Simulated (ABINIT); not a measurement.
# MgTe (F-43m) in ABINIT: single point with PBE

Aim: the single point of MgTe with PBE.

Program: ABINIT 10.8.3 (patched build). These are calculated values, not measurements. Logs are shortened: lines on timing, memory, paths and dates and some standing lists are left out, and cuts for length are marked. The log counts tension as positive stress, the text compression.

### Step 1. The structure

It takes space group F-43m (No. 216, cubic). Conventional cell: a = 6.464 Å, b = 6.464 Å, c = 6.464 Å, α = 90.00°, β = 90.00°, γ = 90.00°. Around Te (site symmetry -43m) lie 4 Mg at 2.80 Å. Around Mg (site symmetry -43m) lie 4 Te at 2.80 Å.

The cell comes from a database or a generator and needn't be the stable form of this composition.

### Step 2. Single point, PBE

Contents of run.abi:

```
pp_dirpath "./"
pseudos "Te.upf, Mg.upf"

acell 3*1.0
rprim
     0.0000000000     6.1075926123     6.1075926123
     6.1075926123     0.0000000000     6.1075926123
     6.1075926123     6.1075926123     0.0000000000
ntypat 2
znucl 52 12
natom 2
typat 1 2
xcart
     1.6159994120     1.6159994120     1.6159994120
     0.0000000000     0.0000000000     0.0000000000 Angstrom

ecut 40.0

kptopt 1
ngkpt 5 5 5
nshiftk 1
shiftk 0.0 0.0 0.0

ixc 11

nband 17
occopt 3
tsmear 0.05 eV

nstep 100
tolvrs 1.0e-10

iomode 3
prtwf 0
prtden 0
prteig 0
prtebands 0
enunit 2
```

Potentials or basis: PseudoDojo NC SR PBE v0.4.1 standard.

On the command line:

```bash
$ mpirun --bind-to none -np 4 abinit run.abi > log 2>&1
```

run.abo:

```text
.Version 10.8.3 of ABINIT
 Symmetries : space group F-4 3 m (#216); Bravais cF (face-center cubic)
================================================================================
 Values of the parameters that define the memory need of the present run
     intxc =       0    ionmov =       0      iscf =       7    lmnmax =       6
     lnmax =       6     mgfft =      50  mpssoang =       3    mqgrid =    3001
     natom =       2  nloc_mem =       1    nspden =       1   nspinor =       1
    nsppol =       1      nsym =      24    n1xccc =    2501    ntypat =       2
    occopt =       3   xclevel =       2
       mpw =        5525          nfft =      125000          nkpt =          10
================================================================================
================================================================================

--------------------------------------------------------------------------------
------------- Echo of variables that govern the present computation ------------
--------------------------------------------------------------------------------
 -outvars: echo values of preprocessed input variables --------
            acell      1.0000000000E+00  1.0000000000E+00  1.0000000000E+00 Bohr
              amu      1.27600000E+02  2.43050000E+01
             ecut      4.00000000E+01 Hartree
           enunit           2
              ixc          11
         kptrlatt        5    0    0      0    5    0      0    0    5
          kptrlen      4.31872015E+01
            natom           2
            nband          17
            ngfft          50      50      50
             nkpt          10
            nstep         100
             nsym          24
           ntypat           2
           occopt           3
           prtden           0
        prtebands           0
           prteig           0
            prtwf           0
            rprim      0.0000000000E+00  6.1075926123E+00  6.1075926123E+00
                       6.1075926123E+00  0.0000000000E+00  6.1075926123E+00
                       6.1075926123E+00  6.1075926123E+00  0.0000000000E+00
          spgroup         216
           tolvrs      1.00000000E-10
           tsmear      1.83746611E-03 Hartree
            typat      1  2
           xangst      1.6159994120E+00  1.6159994120E+00  1.6159994120E+00
                       1.1419715313E-09  1.1419716659E-09  1.1419715313E-09
            xcart      3.0537963083E+00  3.0537963083E+00  3.0537963083E+00
                       2.1580134378E-09  2.1580136921E-09  2.1580134378E-09
             xred      2.5000000018E-01  2.5000000018E-01  2.5000000018E-01
                       1.7666647312E-10  1.7666643148E-10  1.7666647312E-10
            znucl       52.00000   12.00000

================================================================================

 chkinp: Checking input parameters for consistency.

================================================================================
[... 104 lines left out ...]
       0.000000000177      0.000000000177      0.000000000177
 rms dE/dt=  1.2186E-26; max dE/dt=  1.7233E-26; dE/dt below (all hartree)
    1      -0.000000000000     -0.000000000000      0.000000000000
    2      -0.000000000000     -0.000000000000      0.000000000000

 cartesian coordinates (angstrom) at end:
    1      1.61599941200000     1.61599941200000     1.61599941200000
    2      0.00000000114197     0.00000000114197     0.00000000114197

 cartesian forces (hartree/bohr) at end:
    1     -0.00000000000000    -0.00000000000000     0.00000000000000
    2      0.00000000000000     0.00000000000000    -0.00000000000000
 frms,max,avg= 1.3493992E-27 2.1141023E-27   0.000E+00  0.000E+00  0.000E+00 h/b

 cartesian forces (eV/Angstrom) at end:
    1     -0.00000000000000    -0.00000000000000     0.00000000000000
    2      0.00000000000000     0.00000000000000    -0.00000000000000
 frms,max,avg= 6.9388897E-26 1.0871151E-25   0.000E+00  0.000E+00  0.000E+00 e/A
 length scales=  1.000000000000  1.000000000000  1.000000000000 bohr
              =  0.529177210544  0.529177210544  0.529177210544 angstroms
 Fermi (or HOMO) energy (hartree) =   0.10739   Average Vxc (hartree)=  -0.30200
 Eigenvalues (hartree) for nkpt=  10  k points:
 kpt#   1, nband= 17, wtk=  0.00800, kpt=  0.0000  0.0000  0.0000 (reduced coord)
  -2.69921   -1.47785   -1.47785   -1.47785   -1.22935   -1.22935   -1.22935   -1.22907
  -1.22907   -0.31250    0.06190    0.06190    0.06190    0.15031    0.26288    0.26288
   0.26288
      occupation numbers for kpt#   1
   2.00000    2.00000    2.00000    2.00000    2.00000    2.00000    2.00000    2.00000
   2.00000    2.00000    2.00000    2.00000    2.00000    0.00000    0.00000    0.00000
   0.00000
 prteigrs : prtvol=0 or 1, do not print more k-points.

 Fermi (or HOMO) energy (eV) =   2.92235   Average Vxc (eV)=  -8.21791
 Eigenvalues (   eV  ) for nkpt=  10  k points:
 kpt#   1, nband= 17, wtk=  0.00800, kpt=  0.0000  0.0000  0.0000 (reduced coord)
 -73.44917  -40.21437  -40.21437  -40.21437  -33.45220  -33.45220  -33.45220  -33.44468
 -33.44468   -8.50356    1.68430    1.68430    1.68430    4.09012    7.15328    7.15328
   7.15328
 prteigrs : prtvol=0 or 1, do not print more k-points.

--- !EnergyTerms
iteration_state     : {dtset: 1, }
comment             : Components of total free energy in Hartree
kinetic             :  9.08399370777461E+01
hartree             :  5.53277809131370E+01
xc                  : -3.25744254494825E+01
Ewald energy        : -7.73148492660427E+01
psp_core            :  2.62219692841823E+00
local_psp           : -1.55758773972598E+02
non_local_psp       : -4.74611391862961E+01
internal            : -1.64319272955118E+02
'-kT*entropy'       : -9.76546860380103E-14
total_energy        : -1.64319272955118E+02
total_energy_eV     : -4.47135520404050E+03
band_energy         : -2.70975575228307E+01
...

 Cartesian components of stress tensor (hartree/bohr^3)
  sigma(1 1)= -2.45757115E-05  sigma(3 2)=  0.00000000E+00
  sigma(2 2)= -2.45757115E-05  sigma(3 1)=  0.00000000E+00
  sigma(3 3)= -2.45757115E-05  sigma(2 1)=  0.00000000E+00

-Cartesian components of stress tensor (GPa)         [Pressure=  7.2304E-01 GPa]
- sigma(1 1)= -7.23042397E-01  sigma(3 2)=  0.00000000E+00
- sigma(2 2)= -7.23042397E-01  sigma(3 1)=  0.00000000E+00
- sigma(3 3)= -7.23042397E-01  sigma(2 1)=  0.00000000E+00

== END DATASET(S) ==============================================================
================================================================================

 -outvars: echo values of variables after computation  --------
            acell      1.0000000000E+00  1.0000000000E+00  1.0000000000E+00 Bohr
           etotal     -1.6431927296E+02
            fcart     -7.0470075070E-28 -7.0470075070E-28  2.1141022521E-27
                       7.0470075070E-28  7.0470075070E-28 -2.1141022521E-27
            rprim      0.0000000000E+00  6.1075926123E+00  6.1075926123E+00
                       6.1075926123E+00  0.0000000000E+00  6.1075926123E+00
                       6.1075926123E+00  6.1075926123E+00  0.0000000000E+00
           strten     -2.4575711546E-05 -2.4575711546E-05 -2.4575711546E-05
                       0.0000000000E+00  0.0000000000E+00  0.0000000000E+00
           xangst      1.6159994120E+00  1.6159994120E+00  1.6159994120E+00
                       1.1419715313E-09  1.1419716659E-09  1.1419715313E-09
             xred      2.5000000018E-01  2.5000000018E-01  2.5000000018E-01
                       1.7666647312E-10  1.7666643148E-10  1.7666647312E-10
 Calculation completed.
```

It took 9.9 s on 4 MPI ranks of Arm Neoverse V2, shared host; peak memory 0.36 GiB.

What came out:

| Item | Value |
| --- | --- |
| Free energy | -4471.3552 eV |
| Pressure | 0.7 GPa |
| Band gap on the k mesh | 2.41 eV, direct |
| Valence electrons inside the program's atomic spheres | Te 11.97; Mg 8.28 |

Caveat: spin-orbit coupling is left out, which moves the levels of the heavy elements. Expect the measured gap to be larger: semilocal functionals such as PBE lack the derivative discontinuity.
